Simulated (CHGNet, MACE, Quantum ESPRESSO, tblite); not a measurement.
# Bulk modulus two ways: hcp Mg, size series (64 atoms), QE, PBE

The cell holds 64 atoms (64 Mg). Recipe: hcp Mg (a = 3.209 Å, c = 5.211 Å), 4 x 4 x 2 conventional cells; every coordinate displaced by a Gaussian of 0.03 Å. Then the atoms were relaxed with MACE MPA-0 medium in the fixed cell.

Calculated with Quantum ESPRESSO 7.5: PBE; plane waves, SSSP efficiency, 45/360 Ry; k-points Γ. The cell is scaled evenly by ±3 % in volume, with fractional positions held.

| volume (Å³/atom) | energy less the middle row's (meV/atom) | pressure (GPa) |
| --- | --- | --- |
| 22.539 | -0.927 | 0.359 |
| 23.236 | 0.000 | -0.756 |
| 23.933 | 5.399 | -1.700 |

**Question.** Find the bulk modulus at the middle volume from the pressures and from the energies, and check the printed pressure against the slope of the energy (1 meV/Å³ = 0.16022 GPa).

**Working.**

The step is h = 0.6971 Å³. From pressures: B = −V dP/dV = 23.236 × (0.359 − (-1.700)) / (2 × 0.6971) = 34.3 GPa.

From energies: B = V d²E/dV² = 23.236 × (-0.927 + (5.399)) / 0.6971² = 213.8 meV/Å³ = 34.3 GPa.

Slope: P = −dE/dV = −(5.399 − (-0.927)) / (2 × 0.6971) = -4.54 meV/Å³ = -0.73 GPa, against -0.76 GPa printed.

The two moduli agree within 0 %.

A central difference over ±3 % overstates P by about B(1 + B′)(0.03)²/6, some 0.03 GPa for B′ = 4.

Limits: three points, a static cell at zero temperature, the cell shape held; the modulus is that at -0.8 GPa, not at zero pressure.

[Hosts, paths, dates, database ids (printed as entryN), source tags and the programs' standing remarks are cut or masked in the printed files.]
